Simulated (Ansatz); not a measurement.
MgAl$_{2}$O$_{4}$:
```
CELL_PARAMETERS angstrom
      0.00000     4.08397     4.08397
      4.08397     0.00000     4.08397
      4.08397     4.08397     0.00000
ATOMIC_POSITIONS crystal
  Mg 0.75000 0.75000 0.75000
  Mg 0.50000 0.50000 0.50000
  Al 0.62500 0.12500 0.12500
  Al 0.12500 0.12500 0.62500
  Al 0.12500 0.62500 0.12500
  Al 0.12500 0.12500 0.12500
  O  0.36143 0.36143 0.36143
  O  0.33429 0.88857 0.88857
  O  0.36143 0.36143 0.91571
  O  0.88857 0.33429 0.88857
  O  0.91571 0.36143 0.36143
  O  0.88857 0.88857 0.88857
  O  0.36143 0.91571 0.36143
  O  0.88857 0.88857 0.33429
```

Relaxed with PBE. Special points in fractions of this cell's reciprocal vectors: Γ (0.000, 0.000, 0.000); X (0.500, 0.000, 0.500); U (0.625, 0.250, 0.625); K (0.375, 0.375, 0.750); L (0.500, 0.500, 0.500); W (0.500, 0.250, 0.750).

List the band energies nearest the valence-band maximum at these points for plane-wave PAW PBE (Ansatz code).

In eV from the valence-band maximum; about four levels below and three above (degenerate sets whole), none deeper than 8.9 eV; points with the same levels are listed once.

```json
[
 {"k": "Γ", "below": "-0.39 -0.39 -0.39 -0.01 -0.01 -0.01", "above": "5.13 8.15 8.15 8.15"},
 {"k": "X", "below": "-0.51 -0.51 -0.23 -0.23", "above": "8.18 8.18 9.39 9.39"},
 {"k": "U", "below": "-0.72 -0.56 -0.46 -0.14", "above": "8.21 8.36 8.73"},
 {"k": "L", "below": "-0.39 -0.39 -0.10 -0.10", "above": "7.48 7.52 9.30 9.30"},
 {"k": "W", "below": "-0.62 -0.62 -0.31 -0.31", "above": "8.39 8.39 9.04 9.04"}
]
```

Space group Fd-3m (spinel). The PBE relaxation kept the symmetry of its start.

Potentials: the earlier of the program's two PAW sets.
